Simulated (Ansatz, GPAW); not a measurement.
# A Cu chain with CO on top of one atom: transmission at several levels

Aim: T(E), conductance and thermopower of a Cu chain with CO on top of one atom, and what cheaper settings cost in accuracy.

Calculated with GPAW 26.7.0 and Ansatz 0.2.0; Ansatz plane waves; Landauer transmission by layers, zero bias, in the first sound run; inputs show where later runs differ.

### Step 1. Set-up

The cell holds 13 atoms: 11 Cu, 1 C and 1 O. Its edges and angles: a = 9.000 Å, b = 9.000 Å, c = 25.300 Å, α = 90.0°, β = 90.0°, γ = 90.0°. Regions: left lead, 5 atoms (5 Cu); channel, 3 atoms (1 Cu, 1 C and 1 O); right lead, 5 atoms (5 Cu). Vacuum lies along a and b. The structure is stacked along c, and the current runs across the ab planes.

### Step 2. Plane-wave reference (PBE)

Plane waves give the reference curve, free of the bias of atom-centred orbitals.

Input file input.yaml:

```yaml
crystal:
  lattice:
    - [9.0, 0.0, 0.0]
    - [0.0, 9.0, 0.0]
    - [0.0, 0.0, 25.3]
  atoms:
    - { symbol: Cu, position: [0.5, 0.5, 0.0454545455] }
    - { symbol: Cu, position: [0.5, 0.5, 0.1363636364] }
    - { symbol: Cu, position: [0.5, 0.5, 0.2272727273] }
    - { symbol: Cu, position: [0.5, 0.5, 0.3181818182] }
    - { symbol: Cu, position: [0.5, 0.5, 0.4090909091] }
    - { symbol: Cu, position: [0.5, 0.5, 0.5] }
    - { symbol: C, position: [0.681277778, 0.5, 0.5] }
    - { symbol: O, position: [0.810166667, 0.5, 0.5] }
    - { symbol: Cu, position: [0.5, 0.5, 0.5909090909] }
    - { symbol: Cu, position: [0.5, 0.5, 0.6818181818] }
    - { symbol: Cu, position: [0.5, 0.5, 0.7727272727] }
    - { symbol: Cu, position: [0.5, 0.5, 0.8636363636] }
    - { symbol: Cu, position: [0.5, 0.5, 0.9545454545] }
kpoints:
  mp_grid: { grid: [1, 1, 3] }
hamiltonian:
  xc: pbe
scf:
  occupations: { method: fermi_dirac, width: 0.1 }
output:
  transmission:
    leads: [[0, 1]]
    e_range: [-3, 3]
    de: 0.075
    kmesh: [1, 1]
    reduced_basis: true
  write_potential: true
  write_density: true
  volumetric_format: npy
```

On the command line:

```
$ ansatz run input.yaml --threads 2 --pin off --max-ram 4096MiB --backend cpu --events-out ev --progress --plain --runs-dir out
```

Numbers of over 12 decimals in the logs are rounded to 6 here.

The program printed:

```text
Engine: ansatz 0.2.0, x86_64-unknown-linux-gnu
Pseudopotentials: kind: paw
Pseudopotential: Cu, paw, valence charge 19, recommended cutoff 420 eV (normal), Cu.paw.azcp
Pseudopotential: C, paw, valence charge 4, recommended cutoff 420 eV (normal), C.paw.azcp
Pseudopotential: O, paw, valence charge 6, recommended cutoff 420 eV (normal), O.paw.azcp
Functional definition: PBE
  parameter kappa = 0.804
  parameter beta = 0.066725
  exchange = pbe_x(kappa = kappa, mu = beta*pi^2/3)
  correlation = pbe_c(beta = beta)
Crystal: 13 atoms, lattice volume = 2049.300 Å³
Basis set: ecut = 420 eV, 40001 PW (Γ)
Bands: 132, of which v1, the nominal top of the filled ones, is band 110 counted from 1 (109 counted from 0)
Symmetry: 4 space group operations
Space group: Pmm2 (ITA 25), of the structure as read, at distance tolerance 1.3e-4 Å
k-points: 2 of 3
Non-local potential: Cu, projectors of the file, l = 0: 3, l = 1: 2, l = 2: 3, l = 3: 1
Non-local potential: C, projectors of the file, l = 0: 2, l = 1: 2, l = 2: 1
Non-local potential: O, projectors of the file, l = 0: 2, l = 1: 2, l = 2: 1
PAW form: soft (Blöchl's): semilocal exchange-correlation on the pseudo side does not see the compensation charge
PAW one-centre angular grid: Cu, 590 points (default); XC on 64 Gauss nodes
PAW one-centre angular grid: C, 110 points (default); XC on 64 Gauss nodes
PAW one-centre angular grid: O, 110 points (default); XC on 64 Gauss nodes
Initial density: superposition of atomic densities (neutral atoms: chi_scale 0, normalization atom), corrected by the library's trained network
Initial wavefunctions: pseudopotential atomic-orbital guess
Functional: x = pbe(κ = 0.804, μ = 0.219515), c = pbe(β = 0.066725)
SCF iter   1: F=—  HF=-73672.007388 eV  |F-HF|=—  |Δ(HF+E_count)|=         —  Δρ=3.39e-3  dr2=5.74e-1  ethr=1.77e-3  ⟨swp⟩=9.0  Hψ=1172  notcnv=0  defer=6
preconditioner: auto → LDOS  [insulator: Δε(μ)=0.374 eV  Ē_g=5.171 eV  σ=0.100 eV  W_gap=0.60  n_scr=242 (ndim 8)  ℏωp=9.3 eV  f_vac=0.794  D(μ)=9.17/eV (n_scr^D=26)  ε∞_Penn≈4.2  β→1.0]
SCF iter   2: F=—  HF=-73671.991861 eV  |F-HF|=—  |Δ(HF+E_count)|=   1.55e-2  Δρ=2.19e-3  dr2=1.27e-1  ethr=2.62e-4  ⟨swp⟩=2.0  Hψ=460  notcnv=0  defer=18
SCF iter   3: F=—  HF=-73672.016582 eV  |F-HF|=—  |Δ(HF+E_count)|=   2.47e-2  Δρ=2.45e-3  dr2=8.09e-2  ethr=5.82e-5  ⟨swp⟩=2.5  Hψ=491  notcnv=0  defer=18
SCF iter   4: F=—  HF=-73672.002554 eV  |F-HF|=—  |Δ(HF+E_count)|=   1.40e-2  Δρ=4.69e-4  dr2=5.28e-3  ethr=3.69e-5  ⟨swp⟩=2.0  Hψ=398  notcnv=0  defer=18
SCF iter   5: F=—  HF=-73672.002811 eV  |F-HF|=—  |Δ(HF+E_count)|=   2.56e-4  Δρ=2.80e-4  dr2=1.19e-3  ethr=2.41e-6  ⟨swp⟩=2.0  Hψ=440  notcnv=0  defer=18
SCF iter   6: F=—  HF=-73672.002888 eV  |F-HF|=—  |Δ(HF+E_count)|=   7.74e-5  Δρ=1.35e-4  dr2=3.16e-4  ethr=5.45e-7  ⟨swp⟩=2.0  Hψ=462  notcnv=0  defer=18
SCF iter   7: F=—  HF=-73672.002951 eV  |F-HF|=—  |Δ(HF+E_count)|=   6.27e-5  Δρ=4.51e-5  dr2=4.27e-5  ethr=1.44e-7  ⟨swp⟩=2.0  Hψ=349  notcnv=0  defer=18
SCF iter   8: F=—  HF=-73672.003290 eV  |F-HF|=—  |Δ(HF+E_count)|=   3.39e-4  Δρ=1.54e-5  dr2=5.86e-6  ethr=1.95e-8  ⟨swp⟩=2.0  Hψ=360  notcnv=0  defer=18
SCF iter   9: F=—  HF=-73672.003305 eV  |F-HF|=—  |Δ(HF+E_count)|=   1.52e-5  Δρ=1.46e-5  dr2=4.49e-6  ethr=2.68e-9  ⟨swp⟩=2.0  Hψ=368  notcnv=0  defer=18
SCF iter  10: F=—  HF=-73672.003309 eV  |F-HF|=—  |Δ(HF+E_count)|=   3.79e-6  Δρ=7.28e-6  dr2=1.24e-6  ethr=2.05e-9  ⟨swp⟩=2.0  Hψ=324  notcnv=0  defer=18
SCF iter  11: F=—  HF=-73672.003310 eV  |F-HF|=—  |Δ(HF+E_count)|=   1.34e-6  Δρ=3.74e-6  dr2=3.00e-7  ethr=5.65e-10  ⟨swp⟩=2.0  Hψ=325  notcnv=0  defer=18
SCF iter  12: F=—  HF=-73672.003310 eV  |F-HF|=—  |Δ(HF+E_count)|=   1.83e-7  Δρ=2.57e-6  dr2=1.25e-7  ethr=4.57e-11  ⟨swp⟩=17.5  Hψ=995  notcnv=0
SCF iter  13: F=-73672.003310 eV  HF=-73672.003310 eV  |F-HF|=6.28e-8  |Δ(HF+E_count)|=   1.84e-8  Δρ=1.36e-6  dr2=3.94e-8  ethr=4.57e-11  ⟨swp⟩=3.0  Hψ=592  notcnv=0
SCF 1 converged in 13 iterations: F = -73672.003310 eV  dr2 = 3.94e-8
  greatest PAW one-centre occupation: 1.000 electrons in one spin orbital (limit 2), on the Cu atom at site 9 (counted from 0), in its partial waves of l = 0
transmission: 4 of 38 steps passed
transmission: 8 of 38 steps passed
[...]
transmission: 38 of 38 steps passed
WARN: The output density's exchange-correlation potential varies sharply where the density is thin. Do not read a vacuum level from v_tot or v_xc, or from such a field of the output density. On a cell that repeats whose density bears no net charge and no dipole along the vacuum's axis use v_es (v_loc + v_h of the components); under efield.dipole_correction with no amplitude use v_es + v_field, which holds any externa [...]
SCF converged after 13 iterations
Free energy (F): -73672.003310 eV
Harris-Foulkes:  -73672.003310 eV  (|F-HF|=6.28e-8)
Internal energy: -73671.601200 eV  (E = F + TS)
E sigma→0 (E₀):  -73671.802255 eV
Entropy (-TS):   -0.402110 eV (-30.932 meV/atom)
Fermi energy:    -3.571007 eV
--- Per-component energies (eV) ---
  E_band       = -8013.854306
  E_kinetic    = 3557.380363
  E_local      = -112781.247111  (includes V_loc(G=0)·N_el)
  E_nonlocal   = 4466.730165
  E_hartree    = 51648.805658
  E_xc         = -1067.208747
  E_vxc        = -1369.208920  (∫ρ·V_xc dr)
  E_paw        = -18641.754482  (= ΣΔE_a)
  E_vpaw       = -5185.102414  (= ΣTr[D̂ρ^β])
  E_aug_tail   = 0.005461  (compensation charges beyond the density's cutoff)
  E_ewald      = -854.312507
  E_smearing   = -0.402110  (= −TS)
  E_closure    = 0.000000  (closes the sum)
  Σ components = -73672.003310   (vs F -73672.003310, Δ=0.00e0)
--- Band table (eV) ---
  k-point 0: bands = [... 106 lower, -3.8533, -3.8293, -3.8047, -3.8033, -3.2281, -2.6462, -2.2840, -2.1067, ... 18 higher]
  k-point 1: bands = [... 106 lower, -3.8525, -3.8200, -3.8108, -3.6495, -3.2933, -2.7552, -2.2839, -1.9485, ... 18 higher]
--- Transmission ---
  basis      : 717 plane waves across, 38 finite elements along
  points     : 1, standing for a mesh of 1 x 1
  energies   : 81 from -3.000000 to 3.000000 eV about the Fermi level, 0.075000 eV apart; the leads are filled to 0.000000 eV, and channels, transmission and decay are at -0.000000 eV
  crystal 0  : Cu1, at the sites [0, 1], period 2.3000 Å, over 23.00 Å; its Hamiltonian steps by up to 13.1 meV
    offset         : up to 0.0000 Å between an atom of the period and one for which it stands
    channels       : 1.000000e0 a spin
    conductance    : none, the energies end too early or step too widely for 300 K: set another output.transmission.e_range or a lower de, or, where they end at an eighth of basis.ecutwfc, a higher one
  junction   : crystal 0 to crystal 0, 0.70 to 23.70 Å
    transmission   : 4.991598e-1 a spin
    conductance    : none, the energies end too early or step too widely for 300 K: set another output.transmission.e_range or a lower de, or, where they end at an eighth of basis.ecutwfc, a higher one
```

The job ended after 18 min (2 threads of Intel Xeon Platinum 8175M at 2.50GHz (Skylake/Cascade Lake), shared host; peak memory 3.4 GiB).

Reading the cycles: dr2 is the Hartree energy of the density residual (eV), the measure of convergence; HF is the Harris–Foulkes estimate of the energy, which meets the free energy F at convergence.

This run has no spin polarisation although its electron count is odd.

Numbers from this step:

| Quantity | Value |
| --- | --- |
| free energy | -73672.0033 eV |
| smearing term TS | 0.4021 eV |
| symmetry operations | 4 |
| lead level | 0 eV from the Fermi level |
| transmission at the Fermi level (one spin) | 0.4992 |
| open channels of the lead at the Fermi level (one spin) | 1 |
| step of the potential along the lead | 13.1 meV |
| offset of the lead | 0 Å |

One spin. The transmission, zone mean by energy, zero at the Fermi level:

energy (eV), transmission, zone mean and a bar:
```
    -3.00       0.54 ########
    -2.77       0.64 ##########
    -2.55       0.71 ###########
    -2.40       0.73 ###########
    -2.17       0.74 ###########
    -1.95       0.68 ###########
    -1.73       1.94 ##############################
    -1.57       1.60 #########################
    -1.35       1.24 ###################
    -1.12       1.68 ##########################
    -0.97       1.52 ########################
    -0.90       1.43 ######################
    -0.75       1.20 ###################
    -0.53       1.03 ################
    -0.30       1.01 ################
    -0.07       0.59 #########
     0.00       0.50 ########
     0.07       0.40 ######
     0.30       0.11 ##
     0.53       0.00 
     0.75       0.07 #
     0.90       0.12 ##
     1.12       0.18 ###
     1.27       0.19 ###
     1.35       0.19 ###
     1.57       0.16 ##
     1.73       0.13 ##
     1.95       0.08 #
     2.17       0.03 
     2.40       0.00 
     2.55       0.00 
     2.77       0.04 #
     3.00       0.85 #############
```

One spin. The open channels, zone mean by energy, zero at the Fermi level:

energy (eV), open channels, zone mean and a bar from the least value:
```
    -3.00       1.00 
    -2.85       1.00 
    -2.70       1.00 
    -2.55       1.00 
    -2.33       1.00 
    -2.17       1.00 
    -2.02       1.00 
    -1.88       1.00 
    -1.73       3.00 ############
    -1.57       3.00 ############
    -1.35       3.00 ############
    -1.20       3.00 ############
    -1.05       4.00 ##################
    -0.90       6.00 ##############################
    -0.75       6.00 ##############################
    -0.60       6.00 ##############################
    -0.38       4.00 ##################
    -0.23       3.00 ############
    -0.07       1.00 
     0.00       1.00 
     0.07       1.00 
     0.23       1.00 
     0.38       1.00 
     0.60       1.00 
     0.75       1.00 
     0.90       1.00 
     1.05       1.00 
     1.20       1.00 
     1.35       1.00 
     1.57       1.00 
     1.73       1.00 
     1.88       1.00 
     2.02       1.00 
     2.17       1.00 
     2.33       1.00 
     2.55       1.00 
     2.70       1.00 
     2.85       1.00 
     3.00       3.00 ############
```

Crystal 0, spin -, k parallel (0, 0); distinct values, listed up to 1.5 1/Å. Im kz of the slowest decaying states against energy, zero at the Fermi level:

| energy (eV) | decay 1 (Å⁻¹) | decay 2 (Å⁻¹) | decay 3 (Å⁻¹) | decay 4 (Å⁻¹) |
| --- | --- | --- | --- | --- |
| -3.000 | 0.812 | 0.812 | 0.941 | 1.36 |
| -2.475 | 0.619 | 0.619 | 0.816 | 1.25 |
| -2.025 | 0.355 | 0.355 | 0.679 | 1.12 |
| -1.500 | 0.442 | 0.884 | 0.886 | 1.27 |
| -0.975 | 0.206 | 0.208 | 1.23 | 1.24 |
| -0.525 | 0.337 | 0.338 | 1.19 | 1.19 |
| 0.000 | 0.221 | 0.221 | 0.331 | 0.921 |
| 0.525 | 0.375 | 0.375 | 0.574 | 1.06 |
| 0.975 | 0.418 | 0.418 | 0.703 | 1.000 |
| 1.500 | 0.414 | 0.414 | 0.812 | 0.925 |
| 2.025 | 0.361 | 0.844 | 0.896 | 0.996 |
| 2.475 | 0.271 | 0.767 | 0.932 | 0.955 |
| 3.000 | 0.667 | 0.852 | 0.928 | 0.928 |

Crystal 0, spin -, k parallel (0, 0). Table of Re kz of states that move upwards by energy, zero at the Fermi level:

| energy (eV) | channel 1 (Å⁻¹) | channel 2 (Å⁻¹) | channel 3 (Å⁻¹) | channel 4 (Å⁻¹) | channel 5 (Å⁻¹) | channel 6 (Å⁻¹) |
| --- | --- | --- | --- | --- | --- | --- |
| -3.0000 | 0.300 | - | - | - | - | - |
| -2.7750 | 0.375 | - | - | - | - | - |
| -2.4750 | 0.459 | - | - | - | - | - |
| -2.2500 | 0.515 | - | - | - | - | - |
| -2.0250 | 0.567 | - | - | - | - | - |
| -1.7250 | -1.12 | -1.12 | 0.635 | - | - | - |
| -1.5000 | -0.908 | -0.908 | 0.686 | - | - | - |
| -1.2750 | -0.758 | -0.758 | 0.740 | - | - | - |
| -0.9750 | -0.588 | -0.588 | 0.311 | 0.823 | - | - |
| -0.7500 | -0.467 | -0.467 | 0.472 | 0.724 | 0.724 | 0.903 |
| -0.5250 | -0.342 | -0.342 | 0.584 | 1.01 | - | - |
| -0.2250 | -0.108 | -0.108 | 0.689 | - | - | - |
| 0.0000 | 0.748 | - | - | - | - | - |
| 0.2250 | 0.797 | - | - | - | - | - |
| 0.5250 | 0.852 | - | - | - | - | - |
| 0.7500 | 0.888 | - | - | - | - | - |
| 0.9750 | 0.921 | - | - | - | - | - |
| 1.2750 | 0.963 | - | - | - | - | - |
| 1.5000 | 0.993 | - | - | - | - | - |
| 1.7250 | 1.02 | - | - | - | - | - |
| 2.0250 | 1.06 | - | - | - | - | - |
| 2.2500 | 1.09 | - | - | - | - | - |
| 2.4750 | 1.11 | - | - | - | - | - |
| 2.7750 | 1.15 | - | - | - | - | - |
| 3.0000 | 0.114 | 0.114 | 1.18 | - | - | - |

Table of electrostatic potential energy of an electron (with the applied field's), less the Fermi level, planar mean by z:

z (Å), electrostatic potential energy of an electron (with the applied field's), less the Fermi level, planar mean (eV) and a bar from the least value:
```
      0.0       4.91 ##############################
      0.5       4.46 ##########################
      1.0       3.68 ####################
      1.5       3.91 ######################
      2.0       4.78 #############################
      2.5       4.86 ##############################
      3.0       4.07 #######################
      3.5       3.62 ####################
      4.0       4.24 #########################
      4.5       4.88 ##############################
      5.0       4.61 ############################
      5.5       3.74 #####################
      6.0       3.74 #####################
      6.5       4.59 ###########################
      7.0       4.83 #############################
      7.5       4.18 ########################
      8.0       3.53 ###################
      8.5       3.94 ######################
      9.0       4.71 ############################
      9.5       4.59 ###########################
     10.0       3.69 ####################
     10.5       3.43 ##################
     11.0       4.13 ########################
     11.5       4.42 ##########################
     12.0       3.45 ##################
     12.5       1.22 
     13.0       1.98 ######
     13.5       4.08 #######################
     14.0       4.44 ##########################
     14.5       3.78 #####################
     15.0       3.41 ##################
     15.5       4.07 #######################
     16.0       4.73 #############################
     16.5       4.49 ###########################
     17.0       3.64 ####################
     17.5       3.67 ####################
     18.0       4.56 ###########################
     18.5       4.84 #############################
     19.0       4.23 ########################
     19.5       3.62 ###################
     20.0       4.05 #######################
     20.5       4.83 #############################
     21.0       4.74 #############################
     21.5       3.88 ######################
     22.0       3.67 ####################
     22.5       4.46 ##########################
     23.0       4.91 ##############################
     23.5       4.47 ##########################
     24.0       3.69 ####################
     24.5       3.90 ######################
     25.0       4.77 #############################
```

Valence density, planar mean against z:

z (Å), valence density, planar mean (e/Å³) and a bar:
```
      0.0      0.013 
      0.5      0.034 ##
      1.0      0.271 #####################
      1.5      0.137 ##########
      2.0      0.018 
      2.5      0.015 
      3.0      0.087 ######
      3.5      0.319 #########################
      4.0      0.054 ###
      4.5      0.013 
      5.0      0.024 #
      5.5      0.202 ###############
      6.0      0.202 ###############
      6.5      0.023 #
      7.0      0.014 
      7.5      0.054 ###
      8.0      0.321 #########################
      8.5      0.087 ######
      9.0      0.015 
      9.5      0.018 
     10.0      0.135 ##########
     10.5      0.269 #####################
     11.0      0.035 ##
     11.5      0.019 
     12.0      0.067 ####
     12.5      0.382 ##############################
     13.0      0.216 ################
     13.5      0.033 ##
     14.0      0.018 
     14.5      0.086 ######
     15.0      0.314 ########################
     15.5      0.053 ###
     16.0      0.014 
     16.5      0.024 #
     17.0      0.203 ###############
     17.5      0.203 ###############
     18.0      0.023 #
     18.5      0.014 
     19.0      0.053 ###
     19.5      0.315 #########################
     20.0      0.086 ######
     20.5      0.015 
     21.0      0.018 
     21.5      0.133 ##########
     22.0      0.269 #####################
     22.5      0.033 ##
     23.0      0.013 
     23.5      0.034 ##
     24.0      0.272 #####################
     24.5      0.137 ##########
     25.0      0.017
```

T at the Fermi level is 0.499 of 1 open channels a spin.

(Part 1 of 3 ends here.)

[Logs are printed without paths, hosts, clocks, repeated set-up lines and the standing remarks that a program may print on its own settings, such as how far it seeks lower states.]

[Hosts, paths, dates, database ids (printed as entryN), source tags and the programs' standing remarks are cut or masked in the printed files.]
